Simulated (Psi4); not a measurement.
# CHF3 (SMILES FC(F)F) at MP2/aug-pcseg-1 (density fitting, density fitting for correlation, sweep point 2)

Aim: the vertical ionisation energy of CHF3 at MP2/aug-pcseg-1 (density fitting, density fitting for correlation, sweep point 2), from 2 runs. 

The calculation is run with Psi4 1.11.

## (1) The system as given

CHF3: 5 atoms, total charge 0, spin state singlet. As SMILES, `FC(F)F`. The coordinates come from a GFN2-xTB relaxation.

Bond lengths: F1–C2 1.328 Å, C2–F3 1.328 Å, C2–F4 1.328 Å, C2–H5 1.104 Å. Angles: F1–C2–F3 108.4°, F1–C2–F4 108.4°, F3–C2–F4 108.4°, F1–C2–H5 110.5°, F3–C2–H5 110.5°, F4–C2–H5 110.5°.

## (2) The energy at MP2/aug-pcseg-1 (density fitting, density fitting for correlation, sweep point 2)

Input file chf3.py:

```python
import psi4

psi4.set_memory(1600000000)
psi4.set_num_threads(1)
psi4.core.set_output_file('run.log', False)

m = psi4.geometry("""
0 1
F     -0.667670    -0.332390     1.075060
C      0.018950     0.054610     0.006800
F      1.042420    -0.774930    -0.157420
F     -0.771270    -0.038770    -1.056390
H      0.377570     1.091490     0.131950
symmetry c1
""")

psi4.set_options({
    'puream': True,
    'scf_type': 'df',
    'num_frozen_docc': 4,
})

e, wfn = psi4.energy('mp2/aug-pcseg-1', molecule=m, return_wfn=True)
print('E =', round(e, 9))
```

The run is started by

```bash
$ python chf3.py
```

run.log:

```text
[...]
  Running in c1 symmetry.
[...]
  Nuclear repulsion =  134.276546019310217
[...]
  Multiplicity = 1
[...]
  Nalpha       = 17
  Nbeta        = 17
[...]
    Number of basis functions: 101
[...]
   @DF-RHF iter   1:  -336.61375541031811   -4.69699e-01   4.56618e-03 DIIS/ADIIS
[...]
   @DF-RHF iter  10:  -336.69613830854519   -1.22782e-11   9.08996e-09 DIIS
[...]
    Orbital Energies [Eh]
    ---------------------
    Doubly Occupied:
       1A    -26.327617     2A    -26.327572     3A    -26.327452
       4A    -11.511961     5A     -1.750091     6A     -1.652381
       7A     -1.652202     8A     -0.996857     9A     -0.854458
      10A     -0.836249    11A     -0.836203    12A     -0.717822
      13A     -0.717766    14A     -0.673558    15A     -0.673478
      16A     -0.655491    17A     -0.596344
[...]
  @DF-RHF Final Energy:  -336.69613830854519
   => Energetics <=
    Nuclear Repulsion Energy =            134.2765460193102172
    One-Electron Energy =                -735.7303606997888892
    Two-Electron Energy =                 264.7576763719334849
    Total Energy =                       -336.6961383085451871
[...]
 Multipole Moments:
 ------------------------------------------------------------------------------------
     Multipole            Electronic (a.u.)      Nuclear  (a.u.)        Total (a.u.)
 ------------------------------------------------------------------------------------
 L = 1.  Multiply by 2.5417464519 to convert [e a0] to [Debye]
 Dipole X            :         -0.3111774            0.5407870            0.2296097
 Dipole Y            :         -0.9005127            1.5631890            0.6626763
 Dipole Z            :         -0.1080618            0.1891236            0.0810618
 Magnitude           :                                                    0.7059968
[...]
```

The script printed:

```text
E = -337.399675409
```

It took 1.5 s on 1 thread of Intel Xeon 6975P-C (Granite Rapids), shared host; peak memory 0.21 GiB.

## (3) The doublet cation at the same level

Input file job.py:

```python
import psi4

psi4.set_memory('1600 MB')
psi4.set_num_threads(1)
psi4.core.set_output_file('psi4.out', False)

geom = psi4.geometry("""
1 2
F     -0.667670    -0.332390     1.075060
C      0.018950     0.054610     0.006800
F      1.042420    -0.774930    -0.157420
F     -0.771270    -0.038770    -1.056390
H      0.377570     1.091490     0.131950
symmetry c1
""")

psi4.set_options({
    'basis': 'aug-pcseg-1',
    'reference': 'uhf',
    'puream': True,
    'scf_type': 'df',
    'num_frozen_docc': 4,
    'maxiter': 150,
})

energy_value = psi4.energy("mp2")
print(f'total energy {energy_value:.8f} hartree = {energy_value * 27.211386:.5f} eV')
```

The run is started by

```bash
$ python job.py
```

psi4.out:

```text
[...]
  Running in c1 symmetry.
[...]
  Nuclear repulsion =  134.276546019310217
[...]
  Multiplicity = 2
[...]
  Nalpha       = 17
  Nbeta        = 16
[...]
    Number of basis functions: 101
[...]
   @DF-UHF iter   1:  -335.99250919189683    1.51547e-01   5.47785e-03 DIIS/ADIIS
[...]
   @DF-UHF iter  28:  -336.14362682477639   -8.24230e-11   5.61011e-09 DIIS
[...]
   @S^2 Observed:                7.811424855E-01
[...]
    Orbital Energies [Eh]
    ---------------------
    Alpha Occupied:
       1A    -26.685764     2A    -26.683888     3A    -26.683506
       4A    -11.875155     5A     -2.092497     6A     -1.996558
       7A     -1.995373     8A     -1.366767     9A     -1.212663
      10A     -1.170909    11A     -1.170335    12A     -1.063028
      13A     -1.062412    14A     -1.004894    15A     -1.004567
      16A     -0.996316    17A     -0.987188
    Alpha Virtual:
      18A     -0.136309    19A     -0.089471    20A     -0.089409
      21A     -0.082734    22A     -0.027742    23A     -0.007958
      24A     -0.007841    25A     -0.003342    26A      0.033886
[...]
  @DF-UHF Final Energy:  -336.14362682477639
   => Energetics <=
    Nuclear Repulsion Energy =            134.2765460193102172
    One-Electron Energy =                -724.4013938913676611
    Two-Electron Energy =                 253.9812210472810534
    Total Energy =                       -336.1436268247763905
  UHF NO Occupations:
  HONO-2 :   15  A 1.9945960
  HONO-1 :   16  A 1.9943805
[...]
 Multipole Moments:
 ------------------------------------------------------------------------------------
     Multipole            Electronic (a.u.)      Nuclear  (a.u.)        Total (a.u.)
 ------------------------------------------------------------------------------------
 L = 1.  Multiply by 2.5417464519 to convert [e a0] to [Debye]
 Dipole X            :         -0.0981931            0.5407870            0.4425940
 Dipole Y            :         -0.2740130            1.5631890            1.2891760
 Dipole Z            :         -0.0398150            0.1891236            0.1493086
 Magnitude           :                                                    1.3711882
[...]
```

The script printed:

```text
total energy -336.85721520 hartree = -9166.35171 eV
```

Run time: 1.9 s. Hardware: 1 thread of Intel Xeon 6975P-C (Granite Rapids), shared host; peak memory 0.22 GiB.

## (4) What came out

At MP2/aug-pcseg-1 (density fitting, density fitting for correlation, sweep point 2), 4 core orbitals frozen:

| quantity | value |
| --- | --- |
| singlet CHF3: total energy | -337.39968 Eh |
| singlet CHF3: HOMO energy (Hartree–Fock orbitals) | -16.23 eV |
| singlet CHF3: LUMO energy (Hartree–Fock orbitals) | 0.83 eV |
| singlet CHF3: HOMO–LUMO gap (Hartree–Fock orbitals) | 17.06 eV |
| singlet CHF3: correlation energy (4 core orbitals frozen) | -703.5 mEh |
| doublet cation: total energy | -336.85722 Eh |
| doublet cation: HOMO energy (Hartree–Fock orbitals) (highest over α and β) | -25.27 eV |
| doublet cation: LUMO energy (Hartree–Fock orbitals) (lowest over α and β) | -13.86 eV |
| doublet cation: correlation energy (4 core orbitals frozen) | -713.6 mEh |
| doublet cation: ⟨S²⟩ of the reference determinant | 0.781 |
| vertical ionisation energy (to the doublet cation) | 14.761 eV |

What this shows: Removing an electron at fixed nuclei costs 14.76 eV (1424 kJ/mol).
